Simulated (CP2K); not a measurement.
BeTe under changes of volume

One of the cells (21.254 Å³/atom); the others are scaled copies at fixed shape and fractional positions:

```
Te Be
1.0
     3.91737    0.00000    0.00000
     1.95869    3.39254    0.00000
     1.95869    1.13085    3.19852
Te Be
1 1
Direct
  0.75000 0.75000 0.75000
  0.00000 0.00000 0.00000
```

| Item | Value |
| --- | --- |
| Program | CP2K 2026.2 |
| Functional | LDA |
| Potentials or basis | GTH_POTENTIALS Te GTH-PADE-q6, Be GTH-PADE-q4; TZVP-MOLOPT-PBE-GTH basis |
| Density cutoff | 11565 eV |
| k mesh | 8 × 8 × 8 |
| Occupations | fermi-dirac, width 0.1 eV |
| Spin | no spin polarisation |

```csv
volume (Å³/atom),energy over the lowest point (meV/atom),pressure (GPa),gap on the mesh (eV)
19.979,33.37,6.4,2.40
20.404,?,?,?
20.829,8.53,3.0,2.49
21.254,2.42,1.6,2.54
21.679,0.00,0.3,2.58
22.104,0.92,-0.9,2.62
22.529,4.88,-2.0,2.65
```

**Question.** What does the run at 20.404 Å³/atom give?

**Answer.** Energy over the lowest point 18.71 meV/atom; pressure 4.7 GPa; gap on the mesh 2.45 eV.

Worked out: A Birch-Murnaghan fit of order 3 (a polynomial in V^(-2/3)) to the other rows has its minimum at 21.77 Å³/atom with B0 = V·E''(V) = 63 GPa and B' = 4.0. It gives 18.71 meV/atom at 20.404 Å³/atom, against the run's 18.71, and -dE/dV = 4.7 GPa, against 4.7. A straight line through the other rows of the gap, of slope 2.11 eV per unit of ln V, gives 2.45 eV, against the run's 2.45.

Energies are extrapolated to zero smearing.

Caveats: spin-orbit coupling is left out, which moves the levels of the heavy elements; the basis of atomic orbitals isn't converged, which shifts pressures, moduli and gaps.

A mesh can miss the band edges.
